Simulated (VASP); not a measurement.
Input of a VASP 6.6.1 run:

POSCAR

```
MgSe
1.0
    0.0000000000      2.7362693767      2.7362693767
    2.7362693767      0.0000000000      2.7362693767
    2.7362693767      2.7362693767      0.0000000000
Mg Se
1 1
Direct
    0.0000000000      0.0000000000      0.0000000000
    0.5000000000      0.5000000000      0.5000000000
```

The input INCAR.step1:

```
SYSTEM = MgSe
ALGO     = Normal         ! electronic algorithm
EDIFF    = 1E-4           ! SCF threshold, eV
ENCUT    = 520            ! plane-wave cutoff, eV
GGA      = PE             ! functional
ISMEAR   = 0              ! smearing method
LASPH    = .True.         ! aspherical terms in the spheres
LCHARG   = .False.        ! write CHGCAR
LREAL    = .False.        ! projectors in reciprocal space
LWAVE    = .True.         ! write WAVECAR
NBANDS   = 11             ! bands
NELM     = 60             ! most SCF steps
PREC     = Accurate       ! precision mode
SIGMA    = 0.01           ! smearing width, eV
```

INCAR.step2

```
SYSTEM = MgSe
ALGO     = Normal         ! electronic algorithm
EDIFF    = 1E-6           ! SCF threshold, eV
ENCUT    = 520            ! plane-wave cutoff, eV
ISIF     = 2              ! what is computed and relaxed
ISMEAR   = 0              ! smearing method
ISTART   = 1            
LASPH    = .True.         ! aspherical terms in the spheres
LCHARG   = .False.        ! write CHGCAR
LMIXTAU  = .True.       
LREAL    = .False.        ! projectors in reciprocal space
LWAVE    = .False.        ! write WAVECAR
METAGGA  = R2SCAN         ! meta-GGA
NBANDS   = 11             ! bands
NELM     = 60             ! most SCF steps
PREC     = Accurate       ! precision mode
SIGMA    = 0.01           ! smearing width, eV
```

The input KPOINTS:

```
k-points
0
Gamma
  6 6 6
  0 0 0
```

Potentials or basis: VASP PAW PBE potentials, release 64 (Mg, Se).

The run is started by

```bash
$ cat potpaw_PBE.64/Mg/POTCAR potpaw_PBE.64/Se/POTCAR > POTCAR
$ cp INCAR.step1 INCAR
$ mpirun -np 1 vasp_std > vasp.out
$ cp INCAR.step2 INCAR
$ mpirun -np 1 vasp_std > vasp.out
```

**Question.** Predict the pressure.

**Answer.** -0.3 GPa.

**Question.** Estimate the band gap on the k mesh.

**Answer.** 2.44 eV, indirect (least direct gap 3.41 eV).

Caveat: the PAW data sets were made with another functional, which shifts forces and pressure a little. r2SCAN opens gaps a little over a GGA but as a rule still falls short of measured ones.
